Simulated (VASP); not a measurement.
Here is a VASP 6.6.1 calculation.

The input INCAR:

```
SYSTEM = Cu2O
PREC = Accurate
ENCUT = 520
EDIFF = 1E-6
ISMEAR = 0
SIGMA = 0.014
LREAL = .False.
LASPH = .True.
NELM = 80
ALGO = Fast
ISIF = 2
LWAVE = .False.
LCHARG = .False.
GGA = PE
```

KPOINTS

```
Automatic mesh
0
Gamma
  6 6 6
  0 0 0
```

POSCAR

```
Cu2O
1.0
    4.2600000000      0.0000000000      0.0000000000
    0.0000000000      4.2600000000      0.0000000000
    0.0000000000      0.0000000000      4.2600000000
Cu O
4 2
Direct
    0.7500000000      0.2500000000      0.7500000000
    0.7500000000      0.7500000000      0.2500000000
    0.2500000000      0.7500000000      0.7500000000
    0.2500000000      0.2500000000      0.2500000000
    0.5000000000      0.5000000000      0.5000000000
    0.0000000000      0.0000000000      0.0000000000
```

Potentials or basis: VASP PAW PBE potentials, release 64 (Cu, O).

The run is started by

```console
$ cat potpaw_PBE.64/Cu/POTCAR potpaw_PBE.64/O/POTCAR > POTCAR
$ mpirun -np 1 vasp_std > vasp.out
```

Question: Predict the pressure.

Answer: 4.1 GPa.

Question: Estimate the band gap on the k mesh.

Answer: 0.54 eV, direct.

**What was measured.**

From “Importance of surface oxygen vacancies for ultrafast hot carrier relaxation and transport in Cu2O”, 2021, arxiv:2103.03167, for a bulk crystal of Cu2O: band gap 2.17 eV (direct).

A measured gap of Cu2O is 2.17 eV (direct; quoted in “Importance of surface oxygen vacancies for ultrafast hot carrier relaxation and transport in Cu2O”, 2021, arxiv:2103.03167); the calculated 0.54 eV misses it by -1.63 eV. So large a miss can be the level of theory's own, or it may mean another phase, state or a wrong row. The value is that of PBE on a finite k mesh, which can miss the band edges, without temperature or zero-point motion. Semilocal functionals fall short of measured gaps as a rule.
